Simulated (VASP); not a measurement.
# Au (Im-3m) in VASP: settings compared, part 2 of 2

VASP 6.6.1. The steps go on from the part before.

### 4 Single point, PBEsol

File INCAR:

```
SYSTEM = Au
PREC = Accurate ; ENCUT = 520
EDIFF = 1E-6 ; ISMEAR = 0
SIGMA = 0.5 ; LREAL = .False.
LASPH = .True. ; NELM = 60
ALGO = Normal ; ISIF = 2
LWAVE = .False. ; LCHARG = .False.
GGA = PS
```

File KPOINTS:

```
Automatic mesh
0
Gamma
  18 18 18
  0 0 0
```

File POSCAR:

```
Au
1.0
   -1.6204100000      1.6204100000      1.6204100000
    1.6204100000     -1.6204100000      1.6204100000
    1.6204100000      1.6204100000     -1.6204100000
Au
1
Direct
    0.0000000000      0.0000000000      0.0000000000
```

Potentials or basis: VASP PAW PBE potentials, release 64 (Au).

Command:

```
cat potpaw_PBE.64/Au/POTCAR > POTCAR
mpirun -np 1 vasp_std > vasp.out
```

OUTCAR:

```text
SYSTEM = Au
   PREC = Accurate
   ENCUT = 520
   EDIFF = 1E-6
   ISMEAR = 0
   LREAL = .False.
   LASPH = .True.
   NELM = 60
   ISIF = 2
   GGA = PS

 ion  position               nearest neighbor table
   1  0.000  0.000  0.000-

  LATTYP: Found a body centered cubic cell.
 ALAT       =     3.2408200000

  Lattice vectors:

 A1 = (  -1.6204100000,   1.6204100000,   1.6204100000)
 A2 = (   1.6204100000,  -1.6204100000,   1.6204100000)
 A3 = (   1.6204100000,   1.6204100000,  -1.6204100000)

Analysis of symmetry for initial positions (statically):
=====================================================================
 Subroutine PRICEL returns:
 Original cell was already a primitive cell.

 Routine SETGRP: Setting up the symmetry group for a
 body centered cubic supercell.

 Subroutine GETGRP returns: Found 48 space group operations
 (whereof 48 operations were pure point group operations)
 out of a pool of 48 trial point group operations.

The static configuration has the point symmetry O_h .

Analysis of symmetry for dynamics (positions and initial velocities):
=====================================================================
 Subroutine PRICEL returns:
 Original cell was already a primitive cell.

 Routine SETGRP: Setting up the symmetry group for a
 body centered cubic supercell.

 Subroutine GETGRP returns: Found 48 space group operations
 (whereof 48 operations were pure point group operations)
 out of a pool of 48 trial point group operations.

The dynamic configuration has the point symmetry O_h .

 Subroutine INISYM returns: Found 48 space group operations
 (whereof 48 operations are pure point group operations),
 and found     1 'primitive' translations

----------------------------------------------------------------------------------------

                                     Primitive cell
[... 106 lines left out ...]
   IALGO  =     38    algorithm
   IMIX   =      4    mixing-type and parameters
     AMIX     =   0.40;   BMIX     =  1.00
     AMIX_MAG =   1.60;   BMIX_MAG =  1.00
  volume/ion in A,a.u.               =      17.02       114.85
  Fermi-wavevector in a.u.,A,eV,Ry     =   1.415449  2.674810 27.259206  2.003495
  Thomas-Fermi vector in A             =   2.536886
   LORBIT       =      0    0 simple, 1 ext, 2 COOP (PROOUT), +10 PAW based schemes
   GGA     = PS    functional components
   LHFCALC =     F    Hartree Fock is set to
   AEXX    =    0.0000 exact exchange contribution
   IVDW    =     0    specifies the selected vdW correction
   LEPSILON=     F    determine dielectric tensor
   LRPA    =     F    only Hartree local field effects (RPA)
 non-spin polarized calculation
 Gauss-broadening in eV      SIGMA  =   0.50
  energy-cutoff  :      520.00
  volume of cell :       17.02
 maximum number of plane-waves:       470
 NGX is ok and might be reduce to    24
   NGX = 11   NGY = 11   NGZ = 11

 number of electron      11.0000001 magnetization

 Free energy of the ion-electron system (eV)
  ---------------------------------------------------
  ext. energy  EPLUGINS =         0.00000000
  ---------------------------------------------------
  free energy    TOTEN  =        -3.91945341 eV

  energy without entropy =       -3.88567365  energy(sigma->0) =       -3.90256353

 E-fermi :   9.2880     XC(G=0): -12.8951

 val. band max:        9.2836090021   @ k =   0.3889   0.0556   0.0556
 cond. band min:       9.3903976757   @ k =  -0.3333   0.3333   0.3333
 fundamental gap:      0.1067886736
 Fermi energy:         9.2880325524

 k-point     1 :       0.0000    0.0000    0.0000
  band No.  band energies     occupation
      1      -0.6231      2.00000
      2       4.4328      2.00000
      3       4.4328      2.00000
      4       4.4328      2.00000
      5       6.3892      2.00000
      6       6.3892      2.00000
      7      25.8005      0.00000
      8      25.8005      0.00000
      9      25.8005      0.00000
[... 265 lines left out ...]
 k-point    24 :       0.3889    0.1111    0.0000
  band No.  band energies     occupation
      1       2.2966      2.00000
      2       3.4430      2.00000
      3       5.9004      2.00000
      4       6.2508      2.00000
      5       7.0296      2.00000
      6       9.4585      0.62966
      7      13.7978      0.00000
      8      21.0998      0.00000
      9      22.8477      0.00000

 [... further k-points ...]
[... 5 lines left out ...]
  --------------------------------------------------------------------------------------
  -------------------------------------------------------------------------------------
  Total        0.0224230      0.0224230      0.0224230     -0.0000000     -0.0000000      0.0000000
  in kB        2.1109123      2.1109123      2.1109123     -0.0000000     -0.0000000      0.0000000
  external PRESSURE =       2.1109123 kB  Pullay stress =       0.0000000 kB

 VOLUME and BASIS-vectors are now :
 -----------------------------------------------------------------------------
  energy-cutoff  :      520.00
  volume of cell :       17.02
      direct lattice vectors                 reciprocal lattice vectors
    -1.620410000  1.620410000  1.620410000     0.000000000  0.308563882  0.308563882
     1.620410000 -1.620410000  1.620410000     0.308563882  0.000000000  0.308563882
     1.620410000  1.620410000 -1.620410000     0.308563882  0.308563882  0.000000000

 POSITION                                       TOTAL-FORCE (eV/Angst)
 -----------------------------------------------------------------------------------
      0.00000      0.00000      0.00000         0.000000      0.000000      0.000000
 -----------------------------------------------------------------------------------
    total drift:                                0.000000      0.000000     -0.000000

  FREE ENERGIE OF THE ION-ELECTRON SYSTEM (eV)
  ---------------------------------------------------
  free  energy   TOTEN  =        -3.9194534091 eV

  energy  without entropy=       -3.8856736476  energy(sigma->0) =       -3.90256353
```

OSZICAR:

```text
N       E                     dE             d eps       ncg     rms          rms(c)
DAV:   1     0.426152284000E+02    0.42615E+02   -0.57720E+03  3798   0.108E+03
DAV:   2    -0.386664763133E+01   -0.46482E+02   -0.43638E+02  3672   0.201E+02
DAV:   3    -0.427198915954E+01   -0.40534E+00   -0.40464E+00  4018   0.196E+01
DAV:   4    -0.427314982835E+01   -0.11607E-02   -0.11606E-02  3722   0.114E+00
DAV:   5    -0.427315804473E+01   -0.82164E-05   -0.82155E-05  3793   0.958E-02    0.933E+00
DAV:   6    -0.394556756474E+01    0.32759E+00   -0.11165E+00  3527   0.101E+01    0.583E+00
DAV:   7    -0.392263504392E+01    0.22933E-01   -0.85252E-02  3743   0.271E+00    0.288E+00
DAV:   8    -0.391946354548E+01    0.31715E-02   -0.15622E-03  3689   0.462E-01    0.276E-01
DAV:   9    -0.391944977648E+01    0.13769E-04   -0.68460E-06  3717   0.296E-02    0.150E-02
DAV:  10    -0.391945341155E+01   -0.36351E-05   -0.10515E-06  3624   0.112E-02    0.280E-03
DAV:  11    -0.391945340911E+01    0.24373E-08   -0.36948E-08  1795   0.196E-03
   1 F= -.39194534E+01 E0= -.39025635E+01  d E =-.337798E-01
```

stdout:

```text
POSCAR found type information on POSCAR Au
 POSCAR found :  1 types and       1 ions
 scaLAPACK will be used
 -----------------------------------------------------------------------------
|                                                                             |
|                                                                             |
|     You enforced a specific xc type in the INCAR file but a different       |
|     I HOPE YOU KNOW WHAT YOU ARE DOING!                                     |
|                                                                             |
 -----------------------------------------------------------------------------

 LDA part: xc-table for (Slater+PW92), standard interpolation
 POSCAR, INCAR and KPOINTS ok, starting setup
 FFT: planning ... GRIDC
 FFT: planning ... GRID_SOFT
 FFT: planning ... GRID
 WAVECAR not read
 entering main loop
```

Run time: 15 s. Hardware: 1 thread of Intel Xeon Platinum 8259CL at 2.50GHz (Skylake/Cascade Lake), shared host; peak memory 0.16 GiB.

Results:

```
Free energy            : -3.9195 eV
Pressure               : 0.2 GPa
Band gap on the k mesh : none (metal or under the smearing width)
```

Caveat: the PAW data sets were made with another functional, which shifts forces and pressure a little. The run has no spin-orbit coupling, so splittings on Au are missing.

### 5 Single point, PBEsol

File INCAR:

```
SYSTEM = Au
PREC = Accurate ; ENCUT = 900
EDIFF = 1E-6 ; ISMEAR = 0
SIGMA = 0.1 ; LREAL = .False.
LASPH = .True. ; NELM = 60
ALGO = Normal ; ISIF = 2
LWAVE = .False. ; LCHARG = .False.
GGA = PS
```

KPOINTS is that of step 4.

POSCAR is that of step 4.

Command:

```
cat potpaw_PBE.64/Au/POTCAR > POTCAR
mpirun -np 1 vasp_std > vasp.out
```

Run time: 34 s. Hardware: 1 thread of Intel Xeon Platinum 8259CL at 2.50GHz (Skylake/Cascade Lake), shared host; peak memory 0.22 GiB.

Results (log left out):

| Property | Result |
| --- | --- |
| Free energy | -3.9049 eV |
| Pressure | 0.2 GPa |
| Band gap on the k mesh | none (metal or under the smearing width) |

Levels at points of the mesh, in eV from the Fermi level:
| k point | band 4 | band 5 | band 6 | band 7 | band 8 | band 9 |
| --- | --- | --- | --- | --- | --- | --- |
| (0.00, 0.00, 0.00) | -4.90 | -2.94 | -2.94 | 16.48 | 16.48 | 16.48 |
| (0.50, 0.00, 0.00) | -2.73 | -1.38 | -0.73 | 3.55 | 12.33 | 13.87 |
| (0.50, 0.50, 0.50) | -1.77 | -1.77 | 6.23 | 6.23 | 6.23 | 9.70 |

Caveat: the PAW data sets were made with another functional, which shifts forces and pressure a little.

### 6 Single point, r2SCAN

File INCAR:

```
SYSTEM = Au
PREC = Accurate ; ENCUT = 520
EDIFF = 1E-6 ; ISMEAR = 0
SIGMA = 0.1 ; LREAL = .False.
LASPH = .True. ; NELM = 60
ALGO = Normal ; ISIF = 2
LWAVE = .False. ; LCHARG = .False.
METAGGA = R2SCAN ; LMIXTAU = .True.
```

KPOINTS is that of step 5.

POSCAR is that of step 5.

Potentials or basis: VASP PAW PBE potentials, release 64 (Au).

Command:

```
cat potpaw_PBE.64/Au/POTCAR > POTCAR
mpirun -np 1 vasp_std > vasp.out
```

Run time: 80 s. Hardware: 1 thread of Intel Xeon Platinum 8259CL at 2.50GHz (Skylake/Cascade Lake), shared host; peak memory 0.17 GiB.

Results (log left out):

```yaml
Free_energy: -50.5652 eV
Pressure: 5.6 GPa
Band_gap_on_the_k_mesh: none (metal or under the smearing width)
```

Levels at points of the mesh, in eV from the Fermi level:
| k point | band 4 | band 5 | band 6 | band 7 | band 8 | band 9 |
| --- | --- | --- | --- | --- | --- | --- |
| (0.00, 0.00, 0.00) | -5.24 | -3.25 | -3.25 | 17.35 | 17.35 | 17.35 |
| (0.50, 0.00, 0.00) | -3.06 | -1.63 | -0.56 | 3.63 | 13.03 | 14.47 |
| (0.50, 0.50, 0.50) | -2.03 | -2.03 | 6.58 | 6.58 | 6.58 | 10.10 |

Caveat: the PAW data sets were made with another functional, which shifts forces and pressure a little. Spin-orbit coupling is left out, which matters for the levels of Au.

### 7 Summary

```csv
level,k mesh,cutoff (eV),smearing,gap on the mesh (eV),pressure (GPa)
PBEsol,18 × 18 × 18,700,gaussian 0.1 eV,none,0.0
PBEsol,28 × 28 × 28,520,gaussian 0.1 eV,none,0.1
PBEsol,18 × 18 × 18,520,gaussian 0.5 eV,none,0.2
PBEsol,18 × 18 × 18,900,gaussian 0.1 eV,none,0.2
r2SCAN,18 × 18 × 18,520,gaussian 0.1 eV,none,5.6
```

Alike in all rows: task single point; potentials or basis VASP PAW PBE potentials, release 64 (Au); no spin polarisation; cell as given.

Every run on the cell as given and a fine mesh finds a metal. The pressure there spans 0.0 GPa (PBEsol) to 5.6 GPa (r2SCAN); a positive pressure means that this level wants a larger cell, a negative one a smaller.

Caveats: the PAW data sets were made with another functional, which shifts forces and pressure a little.

Absolute energies hang on the potentials; compare differences alone.
